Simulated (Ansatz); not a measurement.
Method: DFT PBE, scalar-relativistic, plane waves, PAW in Ansatz 0.2.0. All cells share a 420 eV cutoff and Γ-centred k meshes spaced at most about 0.3 Å⁻¹ (about 0.25 or finer for metals, 2π included). No spin polarisation.

All energies are static (0 K, no zero-point motion).

Two relaxed structures of Mg5SiN2:

A.

```
Mg Si N
1.0
    -1.97663    1.97663    8.37801
     1.97663   -1.97663    8.37801
     1.97663    1.97663   -8.37801
Mg Si N
5 1 2
Direct
  0.41270 0.91270 0.50000
  0.87211 0.37211 0.50000
  0.08730 0.58730 0.50000
  0.62789 0.12790 0.50000
  0.25000 0.75000 0.50000
  0.00000 0.00000 0.00000
  0.33021 0.33021 0.00000
  0.66980 0.66980 0.00000
```

B.

```
Mg Si N
1.0
     1.85775   -5.63953    0.00000
     1.85775    5.63953    0.00000
     0.00000    0.00000   13.58816
Mg Si N
10 2 4
Direct
  0.96704 0.03296 0.90750
  0.96704 0.03296 0.59250
  0.70907 0.29093 0.93298
  0.70907 0.29093 0.56702
  0.03296 0.96704 0.40750
  0.03296 0.96704 0.09250
  0.29093 0.70907 0.43298
  0.29093 0.70907 0.06702
  0.16547 0.83453 0.75000
  0.83453 0.16547 0.25000
  0.83701 0.16299 0.75000
  0.16299 0.83701 0.25000
  0.13615 0.86385 0.96351
  0.13615 0.86385 0.53649
  0.86385 0.13615 0.46351
  0.86385 0.13615 0.03649
```

Question: Which would you expect to be lower, and how large is the difference?

Answer: B is lower, by 109 meV/atom. A has space group I-4m2 (No. 119), 16.4 Å³/atom and no gap on its mesh; B has space group Cmcm (No. 63), 17.8 Å³/atom and no gap. Counting Mg or Si atoms around N (for each partner element, those within 1.25 times its shortest distance or 1.15 times the sum of covalent radii, where it is the nearest in units of that sum or under 1.3; a plus sign parts groups by distance over the sum of covalent radii), A has N 2+4 and B has N 5. The lower one is the more open, so pressure narrows the difference. In A, Mg on a site of symmetry 2mm has 2 N at 2.41 Å, 2 Si at 2.46 Å and 5 Mg at 2.73–2.88 Å; around Si lie 4 Mg at 2.46 Å and 4 Mg at 2.92 Å; around N lie 2 Mg at 2.10 Å and 4 Mg at 2.39–2.41 Å; 2 more sites not described. In B, Mg on a site of symmetry m is surrounded by 2 N at 2.05–2.10 Å, 1 Si at 2.59 Å, 1 Mg at 2.62 Å, 1 Mg at 2.93 Å and 1 Mg at 3.10 Å; Si has 4 Mg at 2.59–2.68 Å and 2 Mg at 2.87 Å; around N lie 4 Mg at 2.05–2.10 Å, 1 Mg at 2.24 Å and 1 Mg at 2.92 Å; 2 more sites not described. Both come from invented guesses.

Cells relaxed within their symmetry can be saddle points.
